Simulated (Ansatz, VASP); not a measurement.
# Sr: VASP beside Ansatz

Contents of INCAR:

```
SYSTEM = Sr
PREC = Accurate
ENCUT = 520
EDIFF = 1E-7
ISMEAR = 1
SIGMA = 0.3
LREAL = .False.
LASPH = .True.
NELM = 80
ALGO = Normal
ISIF = 2
LWAVE = .False.
LCHARG = .True.
GGA = PE
LELF = .True.
LVHAR = .True.
NBANDS = 11
```

Contents of KPOINTS:

```
regular mesh
0
Gamma
  9 9 9
  0 0 0
```

The input POSCAR:

```
Sr
1.0
    0.0000000000      3.0191365063      3.0191365063
    3.0191365063      0.0000000000      3.0191365063
    3.0191365063      3.0191365063      0.0000000000
Sr
1
Direct
    0.0000000000      0.0000000000      0.0000000000
```

Input for Ansatz:

```yaml
crystal:
  lattice:
    - [0.0, 3.0191365063, 3.0191365063]
    - [3.0191365063, 0.0, 3.0191365063]
    - [3.0191365063, 3.0191365063, 0.0]
  atoms:
    - { symbol: Sr, position: [0.0, 0.0, 0.0] }
hamiltonian:
  xc: pbe
  pseudopotentials:
    kind: paw
    azcp:
      Sr: "pseudopotentials/Sr.paw.azcp"
basis:
  ecutwfc: 420
  fft_grid_basis: typed
kpoints:
  mp_grid: { grid: [9, 9, 9], shift: [0, 0, 0] }
magnetization:
  spin_polarized: false
scf:
  occupations: { method: cold, width: 0.3 }
  lower_state_search: "off"
output:
  stress: true
```

Alike in both runs: task single point; functional PBE; k mesh 9 × 9 × 9; no spin polarisation.

```csv
,VASP,Ansatz
version,VASP 6.6.1,Ansatz 0.2.0
potentials or method,"VASP PAW PBE potentials, release 64 (Sr_sv)","plane waves (420 eV) with PAW, scalar-relativistic"
plane-wave cutoff (eV),520,420
occupations,"methfessel-paxton of order 1, width 0.3 eV","cold, width 0.3 eV"
valence electrons in the cell,10,10
```

|  | VASP | Ansatz | Ansatz less VASP |
| --- | --- | --- | --- |
| pressure (GPa) | 0.0 | 0.0 | -0.02 |
